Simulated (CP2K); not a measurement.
PtS2 in CP2K: the effect of functional

Crystal: PtS2.

```xyz
3
Lattice="3.5432 0.0000 0.0000 -1.7716 3.0685 0.0000 0.0000 0.0000 5.0388" Properties=species:S:1:pos:R:3 pbc="T T T"
Pt    0.0000    0.0000    0.0000
S     1.7716    1.0228    3.8950
S     0.0000    2.0457    1.1438
```

Alike in all runs:

- Program: CP2K 2026.2
- Task: single point
- Potentials or basis: POTENTIAL_UZH Pt GTH-PBE-q18, S GTH-PBE-q6; TZVP-MOLOPT-PBE-GTH basis
- Density cutoff: 9184 eV
- k mesh: 9 × 9 × 5
- Occupations: fermi-dirac, width 0.05 eV
- Spin: no spin polarisation

Question: One run gave: gap on the mesh 0.92 eV; pressure 6.1 GPa; largest force 1.14 eV/Å. Which functional did it use?
A. r2SCAN
B. PBEsol
C. rev-vdW-DF2
D. WC
E. LDA

Answer: E.

```tsv
functional	gap on the mesh (eV)	pressure (GPa)	largest force (eV/Å)
PBE	1.03	12.4	1.42
LDA	0.92	6.1	1.14
PBEsol	0.96	7.9	1.19
rev-vdW-DF2	0.99	11.4	1.64
WC	0.96	8.7	1.29
r2SCAN	1.19	10.1	1.41
```

Caveats: spin-orbit coupling is left out, which moves the levels of the heavy elements; an odd mesh through Γ misses points on the zone boundary, where band edges often lie; the basis of atomic orbitals isn't converged, which shifts pressures, moduli and gaps; the potentials were made for another functional, which shifts forces and pressure (some runs); forces of over 1 eV/Å show positions far from the minimum, so gaps and moduli don't describe the material at rest (some runs).

Not every run made on this cell is shown here.
